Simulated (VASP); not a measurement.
# TiN (Fm-3m) in VASP: single point with PBE

Aim: the single point of TiN with PBE.

All numbers are computed with VASP 6.6.1; they aren't measurements. Logs are shortened: lines on timing, memory, paths and dates and some standing lists are left out, and cuts for length are marked.

### 1 Starting point

The structure is cubic, space group Fm-3m (No. 225). Conventional cell: a = 4.249 Å, b = 4.249 Å, c = 4.249 Å, α = 90.00°, β = 90.00°, γ = 90.00°. Ti (site symmetry m-3m) has 6 N at 2.12 Å as nearest neighbours. N (site symmetry m-3m) has 6 Ti at 2.12 Å as nearest neighbours.

### 2 Single point, PBE

The input, INCAR:

```
PREC = Accurate ; ENCUT = 520
EDIFF = 1E-6 ; ISMEAR = 1
SIGMA = 0.1 ; LREAL = F
LASPH = T ; NELM = 80
ALGO = Normal ; ISIF = 2
LWAVE = F ; LCHARG = F
GGA = PE ; NBANDS = 16
ICORELEVEL = 1
```

The input, KPOINTS:

```
regular mesh
0
Gamma
  13 9 35
```

The input, POSCAR:

```
TiN
1.0
    3.0042124600      0.0000000000      0.0000000000
    0.0000000000      4.2485980000      0.0000000000
    1.5021062300      2.1242990000      1.5021062300
Ti N
1 1
Direct
    0.0000000000      0.0000000000      0.0000000000
    0.0000000000      0.5000000000      0.0000000000
```

Potentials or basis: VASP PAW PBE potentials, release 64 (Ti_sv, N).

The run is started by

```sh
> cat potpaw_PBE.64/Ti_sv/POTCAR potpaw_PBE.64/N/POTCAR > POTCAR
> mpirun -np 1 vasp_std > vasp.out
```

OUTCAR:

```text
PREC = Accurate
   ENCUT = 520
   EDIFF = 1E-6
   ISMEAR = 1
   LREAL = F
   LASPH = T
   NELM = 80
   ISIF = 2
   GGA = PE

 ion  position               nearest neighbor table
   1  0.000  0.000  0.000-   2 2.12   2 2.12   2 2.12   2 2.12   2 2.12   2 2.12
   2  0.000  0.500  0.000-   1 2.12   1 2.12   1 2.12   1 2.12   1 2.12   1 2.12

  LATTYP: Found a face centered cubic cell.
 ALAT       =     4.2485980026

  Lattice vectors:

 A1 = (   1.5021062300,  -2.1242990000,  -1.5021062300)
 A2 = (   3.0042124600,   0.0000000000,   0.0000000000)
 A3 = (   1.5021062300,  -2.1242990000,   1.5021062300)

Analysis of symmetry for initial positions (statically):
=====================================================================
 Subroutine PRICEL returns:
 Original cell was already a primitive cell.

 Routine SETGRP: Setting up the symmetry group for a
 face centered cubic supercell.

 Subroutine GETGRP returns: Found 48 space group operations
 (whereof 48 operations were pure point group operations)
 out of a pool of 48 trial point group operations.

The static configuration has the point symmetry O_h .

Analysis of symmetry for dynamics (positions and initial velocities):
=====================================================================
 Subroutine PRICEL returns:
 Original cell was already a primitive cell.

 Routine SETGRP: Setting up the symmetry group for a
 face centered cubic supercell.

 Subroutine GETGRP returns: Found 48 space group operations
 (whereof 48 operations were pure point group operations)
 out of a pool of 48 trial point group operations.

The dynamic configuration has the point symmetry O_h .

 Subroutine INISYM returns: Found 48 space group operations
 (whereof 48 operations are pure point group operations),
 and found     1 'primitive' translations

----------------------------------------------------------------------------------------

                                     Primitive cell

  volume of cell :      19.1724

  direct lattice vectors                    reciprocal lattice vectors
     3.004212460  0.000000000  0.000000000     0.332865939  0.000000000 -0.332865939
     0.000000000  4.248598000  0.000000000     0.000000000  0.235371763 -0.332865939
     1.502106230  2.124299000  1.502106230     0.000000000  0.000000000  0.665731877

  length of vectors
     3.004212460  4.248598000  3.004212458     0.470743525  0.407675851  0.665731877

[... 102 lines left out ...]
   EDIFF  = 0.1E-05   stopping-criterion for ELM
   LREAL  =      F    real-space projection
   EDIFFG = 0.1E-04   stopping-criterion for IOM
   NSW    =      0    number of steps for IOM
   IBRION =     -1    ionic relax: 0-MD 1-quasi-New 2-CG
   NFREE  =      0    steps in history (QN), initial steepest desc. (CG)
   ISIF   =      2    stress and relaxation
   ISYM   =      2    0-nonsym 1-usesym 2-fastsym
   POTIM  = 0.5000    time-step for ionic-motion
   TEBEG  =    0.0;   TEEND  =   0.0 temperature during run
   PSTRESS=    0.0 pullay stress
   NELECT =      17.0000    total number of electrons
   NUPDOWN=      -1.0000    fix difference up-down
   EMIN   =  10.00;   EMAX   =-10.00  energy-range for DOS
   EFERMI =   0.00;   METHOD = LEGACY
   ISMEAR =     1;   SIGMA  =   0.10  broadening in eV -4-tet -1-fermi 0-gaus
   EFERMI_NEDOS =   21; number of points for ismear=-14 and -15
   IALGO  =     38    algorithm
   IMIX   =      4    mixing-type and parameters
     AMIX     =   0.40;   BMIX     =  1.00
     AMIX_MAG =   1.60;   BMIX_MAG =  1.00
  volume/ion in A,a.u.               =       9.59        64.69
  Fermi-wavevector in a.u.,A,eV,Ry     =   1.572771  2.972106 33.655489  2.473609
  Thomas-Fermi vector in A             =   2.674155
   LORBIT       =      0    0 simple, 1 ext, 2 COOP (PROOUT), +10 PAW based schemes
   GGA     = PE    functional components
   LHFCALC =     F    Hartree Fock is set to
   AEXX    =    0.0000 exact exchange contribution
   IVDW    =     0    specifies the selected vdW correction
   LEPSILON=     F    determine dielectric tensor
   LRPA    =     F    only Hartree local field effects (RPA)
 non-spin polarized calculation
 Methfessel and Paxton  Order N= 1 SIGMA  =   0.10
  energy-cutoff  :      520.00
  volume of cell :       19.17
 maximum number of plane-waves:       534
   NGX = 11   NGY = 15   NGZ = 11

 number of electron      17.0000002 magnetization

 Free energy of the ion-electron system (eV)
  ---------------------------------------------------
  ext. energy  EPLUGINS =         0.00000000
  ---------------------------------------------------
  free energy    TOTEN  =       -19.63749448 eV

  energy without entropy =      -19.63735599  energy(sigma->0) =      -19.63744832

 the core state eigenenergies are
   1-  1s  -4852.2278  2s   -520.9875  2p   -428.2632
   2-  1s   -366.0501

 E-fermi :  11.3779     XC(G=0): -12.9933

 val. band max:       11.3751251322   @ k =   0.3077   0.1111   0.2286
 cond. band min:      11.3791809680   @ k =   0.0769   0.1111   0.4571
 fundamental gap:      0.0040558358
 Fermi energy:        11.3779308466

 k-point     1 :       0.0000    0.0000    0.0000
  band No.  band energies     occupation
      1     -46.4986      2.00000
      2     -22.4814      2.00000
      3     -22.4814      2.00000
      4     -22.4814      2.00000
      5      -5.6883      2.00000
      6       9.3468      2.00000
[... 277 lines left out ...]
 k-point    16 :      -0.3846    0.1111    0.0000
  band No.  band energies     occupation
      1     -46.4044      2.00000
      2     -22.9038      2.00000

------------------------ aborting loop because EDIFF is reached ----------------------------------------

  FORCE on cell =-STRESS in cart. coord.  units (eV):
  Direction    XX          YY          ZZ          XY          YZ          ZX
  --------------------------------------------------------------------------------------
  -------------------------------------------------------------------------------------
  Total        0.0077491      0.0077491      0.0077491     -0.0000000      0.0000000      0.0000000
  in kB        0.6475710      0.6475710      0.6475710     -0.0000000      0.0000000      0.0000000
  external PRESSURE =       0.6475710 kB  Pullay stress =       0.0000000 kB

 VOLUME and BASIS-vectors are now :
 -----------------------------------------------------------------------------
  energy-cutoff  :      520.00
  volume of cell :       19.17
      direct lattice vectors                 reciprocal lattice vectors
     3.004212460  0.000000000  0.000000000     0.332865939  0.000000000 -0.332865939
     0.000000000  4.248598000  0.000000000     0.000000000  0.235371763 -0.332865939
     1.502106230  2.124299000  1.502106230     0.000000000  0.000000000  0.665731877

 POSITION                                       TOTAL-FORCE (eV/Angst)
 -----------------------------------------------------------------------------------
      0.00000      0.00000      0.00000        -0.000000     -0.000000      0.000000
      0.00000      2.12430      0.00000         0.000000      0.000000      0.000000
 -----------------------------------------------------------------------------------
    total drift:                                0.000000      0.000000      0.000000

  FREE ENERGIE OF THE ION-ELECTRON SYSTEM (eV)
  ---------------------------------------------------
  free  energy   TOTEN  =       -19.6374944849 eV

  energy  without entropy=      -19.6373559916  energy(sigma->0) =      -19.63744832
```

stdout:

```text
POSCAR found type information on POSCAR TiN
 POSCAR found :  2 types and       2 ions
 scaLAPACK will be used
 LDA part: xc-table for (Slater+PW92), standard interpolation
 -----------------------------------------------------------------------------
|                                                                             |
|           W    W    AA    RRRRR   N    N  II  N    N   GGGG   !!!           |
|           W    W   A  A   R    R  NN   N  II  NN   N  G    G  !!!           |
|           W    W  A    A  R    R  N N  N  II  N N  N  G       !!!           |
|           W WW W  AAAAAA  RRRRR   N  N N  II  N  N N  G  GGG   !            |
|           WW  WW  A    A  R   R   N   NN  II  N   NN  G    G                |
|           W    W  A    A  R    R  N    N  II  N    N   GGGG   !!!           |
|                                                                             |
|     Your reciprocal lattice and k-lattice belong to different lattice       |
|     classes:                                                                |
|                                                                             |
|        The reciprocal lattice is body-centered cubic,                       |
|        whereas your k-lattice is triclinic.                                 |
|                                                                             |
|     Results are often still useful ...                                      |
|                                                                             |
 -----------------------------------------------------------------------------

 POSCAR, INCAR and KPOINTS ok, starting setup
 FFT: planning ... GRIDC
 FFT: planning ... GRID_SOFT
 FFT: planning ... GRID
 WAVECAR not read
 entering main loop
```

It took 4.3 min on 1 thread of Intel Xeon 6975P-C (Granite Rapids), shared host; peak memory 0.69 GiB.

Results:

| Quantity | Value |
| --- | --- |
| Free energy | -19.6375 eV |
| Pressure | 0.1 GPa |
| Band gap on the k mesh | none (metal or under the smearing width) |

Core levels (eV, on the scale of the bands):
| atom | levels |
| --- | --- |
| 1 Ti | 1s -4852.2, 2s -521.0, 2p -428.3 |
| 2 N | 1s -366.1 |
